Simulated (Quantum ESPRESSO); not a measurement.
The system is BeTe.

```
Te Be
1.0
     0.00000    2.77000    2.77000
     2.77000    0.00000    2.77000
     2.77000    2.77000    0.00000
Te Be
1 1
Direct
  0.75000 0.75000 0.75000
  0.00000 0.00000 0.00000
```

Base run:

```yaml
Program: Quantum ESPRESSO 7.5
Functional: HLE16
Potentials_or_basis: SG15 PBE 1.2
Cutoff: 952 eV
Density_cutoff: 3810 eV
k_mesh: 8 × 8 × 8
Occupations: fermi-dirac, width 0.05 eV
Spin: no spin polarisation
```

Its results: band gap on the k mesh 3.00 eV, indirect (least direct gap 4.13 eV); pressure -4.8 GPa.

After a change of settings the same cell gave: band gap on the k mesh 2.15 eV, indirect (least direct gap 3.71 eV); pressure 7.0 GPa. Which change was it?
A. functional from HLE16 to LDA
B. functional from HLE16 to PBEsol
C. functional from HLE16 to BLYP
D. functional from HLE16 to AM05; potentials or basis from SG15 PBE 1.2 to PseudoDojo 0.4.1 SR PBE standard; cutoff from 952 eV to 1197 eV; density cutoff from 3810 eV to 4789 eV

C.

Caveats: the potentials were made for another functional, which shifts forces and pressure; spin-orbit coupling is left out, which moves the levels of the heavy elements; the potentials were made for a functional far from this one (some runs).

Runs at the PBE level aren't shown here.
